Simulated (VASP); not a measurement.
# PbS (Galena) (Fm-3m) in VASP: further runs

Runs on PbS (Galena). Level: PBEsol. Tasks: single point.

Everything below comes from runs of VASP 6.6.1. Logs are shortened: lines on timing, memory, paths and dates and some standing lists are left out, and cuts for length are marked.

## 1. The crystal as given

The structure is cubic, space group Fm-3m (No. 225). Conventional cell: a = 5.931 Å, b = 5.931 Å, c = 5.931 Å, α = 90.00°, β = 90.00°, γ = 90.00°. Pb (site symmetry m-3m) is surrounded by 6 S at 2.97 Å. S (site symmetry m-3m) has 6 Pb at 2.97 Å as nearest neighbours.

## 2. Single point, PBEsol

INCAR

```
SYSTEM = PbS
  PREC = Accurate
  ENCUT = 400
  EDIFF = 1E-7
  ISMEAR = 0
  SIGMA = 0.05
  LREAL = Auto
  LASPH = .True.
  NELM = 100
  ALGO = Normal
  ISIF = 2
  LWAVE = .False.
  LCHARG = .False.
  GGA = PS
  ADDGRID = .False.
```

KPOINTS

```
Automatic mesh
0
Gamma
  4 4 4
  0 0 0
```

POSCAR

```
PbS
1.0
    0.0000000000      2.9657500000      2.9657500000
    2.9657500000      0.0000000000      2.9657500000
    2.9657500000      2.9657500000      0.0000000000
Pb S
1 1
Direct
    0.0000000000      0.0000000000      0.0000000000
    0.5000000000      0.5000000000      0.5000000000
```

Potentials or basis: VASP PAW PBE potentials, release 64 (Pb_d, S).

The run is started by

```sh
cat potpaw_PBE.64/Pb_d/POTCAR potpaw_PBE.64/S/POTCAR > POTCAR
mpirun -np 1 vasp_std > vasp.out
```

OUTCAR:

```text
SYSTEM = PbS
   PREC = Accurate
   ENCUT = 400
   EDIFF = 1E-7
   ISMEAR = 0
   LREAL = Auto
   LASPH = .True.
   NELM = 100
   ISIF = 2
   GGA = PS

 Found      8 irreducible k-points:

 Following reciprocal coordinates:
            Coordinates               Weight
  0.000000  0.000000  0.000000      1.000000
  0.250000  0.000000  0.000000      8.000000
  0.500000  0.000000  0.000000      4.000000
  0.250000  0.250000  0.000000      6.000000
  0.500000  0.250000  0.000000     24.000000
 -0.250000  0.250000  0.000000     12.000000
   k-points           NKPTS =      8   k-points in BZ     NKDIM =      8   number of bands    NBANDS=     14
   number of dos      NEDOS =    301   number of ions     NIONS =      2
   total plane-waves  NPLWV =  21952
   dimension x,y,z NGX =    28 NGY =   28 NGZ =   28
   dimension x,y,z NGXF=    56 NGYF=   56 NGZF=   56
   ions per type =               1   1
   NGX,Y,Z   is equivalent  to a cutoff of  11.10, 11.10, 11.10 a.u.
   NGXF,Y,Z  is equivalent  to a cutoff of  22.20, 22.20, 22.20 a.u.
 SYSTEM =  PbS
   PREC   = accura    normal or accurate (medium, high low for compatibility)
   ISTART =      0    job   : 0-new  1-cont  2-samecut
   ICHARG =      2    charge: 1-file 2-atom 10-const
   ISPIN  =      1    spin polarized calculation?
   LNONCOLLINEAR =      F non collinear calculations
   LSORBIT =      F    spin-orbit coupling
   LASPH  =      T    aspherical Exc in radial PAW
   ENCUT  =  400.0 eV  29.40 Ry    5.42 a.u.   6.84  6.84  6.84*2*pi/ulx,y,z
   NELM   =    100;   NELMIN=  2; NELMDL= -5     # of ELM steps
   EDIFF  = 0.1E-06   stopping-criterion for ELM
   LREAL  =      T    real-space projection
   EDIFFG = 0.1E-05   stopping-criterion for IOM
   NSW    =      0    number of steps for IOM
   IBRION =     -1    ionic relax: 0-MD 1-quasi-New 2-CG
   NFREE  =      0    steps in history (QN), initial steepest desc. (CG)
   ISIF   =      2    stress and relaxation
   ISYM   =      2    0-nonsym 1-usesym 2-fastsym
   POTIM  = 0.5000    time-step for ionic-motion
   TEBEG  =    0.0;   TEEND  =   0.0 temperature during run
   PSTRESS=    0.0 pullay stress
   NELECT =      20.0000    total number of electrons
   NUPDOWN=      -1.0000    fix difference up-down
   EMIN   =  10.00;   EMAX   =-10.00  energy-range for DOS
   EFERMI =   0.00;   METHOD = LEGACY
   ISMEAR =     0;   SIGMA  =   0.05  broadening in eV -4-tet -1-fermi 0-gaus
   EFERMI_NEDOS =   21; number of points for ismear=-14 and -15
   IALGO  =     38    algorithm
   IMIX   =      4    mixing-type and parameters
     AMIX     =   0.40;   BMIX     =  1.00
     AMIX_MAG =   1.60;   BMIX_MAG =  1.00
  volume/ion in A,a.u.               =      26.09       176.04
  Fermi-wavevector in a.u.,A,eV,Ry     =   1.189251  2.247359 19.242973  1.414319
  Thomas-Fermi vector in A             =   2.325363
   LORBIT       =      0    0 simple, 1 ext, 2 COOP (PROOUT), +10 PAW based schemes
   GGA     = PS    functional components
   LHFCALC =     F    Hartree Fock is set to
   AEXX    =    0.0000 exact exchange contribution
   IVDW    =     0    specifies the selected vdW correction
   LEPSILON=     F    determine dielectric tensor
   LRPA    =     F    only Hartree local field effects (RPA)
 non-spin polarized calculation
 Gauss-broadening in eV      SIGMA  =   0.05
  energy-cutoff  :      400.00
  volume of cell :       52.17
 maximum number of plane-waves:       960
   NGX = 13   NGY = 13   NGZ = 13

 number of electron      19.9999993 magnetization

 Free energy of the ion-electron system (eV)
  ---------------------------------------------------
  ext. energy  EPLUGINS =         0.00000000
  ---------------------------------------------------
  free energy    TOTEN  =        -9.44130480 eV

  energy without entropy =       -9.44129946  energy(sigma->0) =       -9.44130213

 E-fermi :   5.8133     XC(G=0):  -9.8890

 val. band max:        5.6858835460   @ k =   0.5000   0.0000   0.0000
 cond. band min:       5.9406799823   @ k =   0.5000   0.0000   0.0000
 fundamental gap:      0.2547964363
 Fermi energy:         5.8132817692

 k-point     1 :       0.0000    0.0000    0.0000
  band No.  band energies     occupation
      1     -11.0535      2.00000
      2     -11.0535      2.00000
      3     -11.0535      2.00000
      4     -11.0406      2.00000
      5     -11.0406      2.00000
      6      -7.9177      2.00000
      7      -0.3718      2.00000
      8       3.5160      2.00000
      9       3.5160      2.00000
     10       3.5160      2.00000
     11      10.8479      0.00000
     12      10.8479      0.00000
     13      10.8479      0.00000
     14      12.3320      0.00000

 k-point     2 :       0.2500    0.0000    0.0000
  band No.  band energies     occupation
      1     -11.0593      2.00000
      2     -11.0593      2.00000
      3     -11.0516      2.00000
      4     -11.0270      2.00000
      5     -11.0270      2.00000
      6      -7.4068      2.00000
      7      -1.8038      2.00000
      8       3.6774      2.00000
      9       3.6774      2.00000
     10       4.5048      2.00000
     11       7.9592      0.00000
     12       8.8460      0.00000
     13       8.8460      0.00000
     14      12.4072      0.00000

 k-point     3 :       0.5000    0.0000    0.0000
  band No.  band energies     occupation
      1     -11.0743      2.00000
      2     -11.0743      2.00000
      3     -11.0507      2.00000
      4     -11.0040      2.00000
      5     -11.0040      2.00000
      6      -6.6492      2.00000
      7      -3.2110      2.00000
      8       3.9123      2.00000
      9       3.9123      2.00000
     10       5.6859      1.99969
     11       5.9407      0.00031
     12       7.5824      0.00000
     13       7.5824      0.00000
     14      14.1755      0.00000

 k-point     4 :       0.2500    0.2500    0.0000
  band No.  band energies     occupation
      1     -11.1009      2.00000
      2     -11.0668      2.00000
      3     -11.0273      2.00000
      4     -11.0230      2.00000
      5     -11.0230      2.00000
      6      -7.2136      2.00000
      7      -1.5683      2.00000
      8       2.8398      2.00000
      9       2.8398      2.00000
     10       3.9419      2.00000
     11       8.0637      0.00000
     12      10.2936      0.00000
     13      10.5551      0.00000
     14      10.5551      0.00000

 k-point     5 :       0.5000    0.2500    0.0000
  band No.  band energies     occupation
      1     -11.1327      2.00000
      2     -11.0552      2.00000
      3     -11.0422      2.00000
      4     -11.0138      2.00000
      5     -10.9996      2.00000
      6      -6.4484      2.00000
      7      -2.5357      2.00000
      8       1.8813      2.00000
      9       2.8891      2.00000
     10       3.4410      2.00000
     11       8.4620      0.00000
     12       9.4582      0.00000
     13       9.9321      0.00000
     14      11.9002      0.00000

 k-point     6 :      -0.2500    0.2500    0.0000
  band No.  band energies     occupation
      1     -11.0904      2.00000
      2     -11.0575      2.00000
      3     -11.0390      2.00000
      4     -11.0218      2.00000
      5     -11.0206      2.00000
      6      -6.7195      2.00000
      7      -2.5482      2.00000
      8       1.9437      2.00000
      9       3.7859      2.00000
     10       4.8662      2.00000
     11       7.0458      0.00000
     12       8.0679      0.00000
     13       9.8710      0.00000
     14      13.9024      0.00000

 [... further k-points ...]
[... 5 lines left out ...]
  --------------------------------------------------------------------------------------
  -------------------------------------------------------------------------------------
  Total       -0.2548824     -0.2548824     -0.2548824      0.0000000      0.0000000     -0.0000000
  in kB       -7.8273877     -7.8273877     -7.8273877      0.0000000      0.0000000     -0.0000000
  external PRESSURE =      -7.8273877 kB  Pullay stress =       0.0000000 kB

 VOLUME and BASIS-vectors are now :
 -----------------------------------------------------------------------------
  energy-cutoff  :      400.00
  volume of cell :       52.17
      direct lattice vectors                 reciprocal lattice vectors
     0.000000000  2.965750000  2.965750000    -0.168591419  0.168591419  0.168591419
     2.965750000  0.000000000  2.965750000     0.168591419 -0.168591419  0.168591419
     2.965750000  2.965750000  0.000000000     0.168591419  0.168591419 -0.168591419

 POSITION                                       TOTAL-FORCE (eV/Angst)
 -----------------------------------------------------------------------------------
      0.00000      0.00000      0.00000         0.000000      0.000000      0.000000
      2.96575      2.96575      2.96575         0.000000      0.000000     -0.000000
 -----------------------------------------------------------------------------------
    total drift:                                0.000000      0.000000      0.000000

  FREE ENERGIE OF THE ION-ELECTRON SYSTEM (eV)
  ---------------------------------------------------
  free  energy   TOTEN  =        -9.4413048026 eV

  energy  without entropy=       -9.4412994592  energy(sigma->0) =       -9.44130213
```

It took 4.2 s on 1 thread of Intel Xeon 6975P-C (Granite Rapids), shared host; peak memory 0.15 GiB.

These settings aren't checked as converged: the numbers below hold their error.

What came out:

| Item | Value |
| --- | --- |
| Free energy | -9.4413 eV |
| Pressure | -0.8 GPa |
| Band gap on the k mesh | 0.25 eV, direct |

Caveat: the k mesh is coarse (spacing up to 0.46 Å⁻¹), so the values aren't converged; the PAW data sets were made with another functional, which shifts forces and pressure a little; spin-orbit coupling is left out, which as a rule narrows the gap of such compounds by several tenths of an eV.

## 3. Single point, PBEsol

INCAR: that of step 2 with these lines changed.

```diff
@@ -3,6 +3,6 @@
   ENCUT = 400
-  EDIFF = 1E-7
+  EDIFF = 0.01
   ISMEAR = 0
   SIGMA = 0.05
-  LREAL = Auto
+  LREAL = .False.
   LASPH = .True.
```

KPOINTS is that of step 2.

POSCAR is that of step 2.

Potentials or basis: VASP PAW PBE potentials, release 64 (Pb_d, S).

The run is started by

```sh
cat potpaw_PBE.64/Pb_d/POTCAR potpaw_PBE.64/S/POTCAR > POTCAR
mpirun -np 1 vasp_std > vasp.out
```

Wall time 2.2 s (1 thread of Intel Xeon 6975P-C (Granite Rapids), shared host); peak memory 0.14 GiB.

The run converged, but some of its settings lie outside the range that counts as converged, so its numbers aren't taken as properties of the crystal.

What came out:

- Free energy: -9.4417 eV
- Pressure: -1.0 GPa
- Band gap on the k mesh: 0.26 eV, direct

Caveat: the k mesh is coarse (spacing up to 0.46 Å⁻¹), so the values aren't converged; the PAW data sets were made with another functional, which shifts forces and pressure a little; spin-orbit coupling is left out, which as a rule narrows the gap of such compounds by several tenths of an eV.

## 4. Single point, PBEsol

INCAR: that of step 3 with these lines changed.

```diff
@@ -3,3 +3,3 @@
   ENCUT = 400
-  EDIFF = 0.01
+  EDIFF = 0.001
   ISMEAR = 0
```

KPOINTS is that of step 3.

POSCAR is that of step 3.

The run is started by

```sh
cat potpaw_PBE.64/Pb_d/POTCAR potpaw_PBE.64/S/POTCAR > POTCAR
mpirun -np 1 vasp_std > vasp.out
```

Wall time 2.4 s (1 thread of Intel Xeon 6975P-C (Granite Rapids), shared host); peak memory 0.14 GiB.

The run converged, but some of its settings lie outside the range that counts as converged, so its numbers aren't taken as properties of the crystal.

Results:

```
Free energy            : -9.4416 eV
Pressure               : -0.5 GPa
Band gap on the k mesh : 0.25 eV, direct
```

Caveat: the k mesh is coarse (spacing up to 0.46 Å⁻¹), so the values aren't converged; the PAW data sets were made with another functional, which shifts forces and pressure a little; spin-orbit coupling is left out, which as a rule narrows the gap of such compounds by several tenths of an eV.
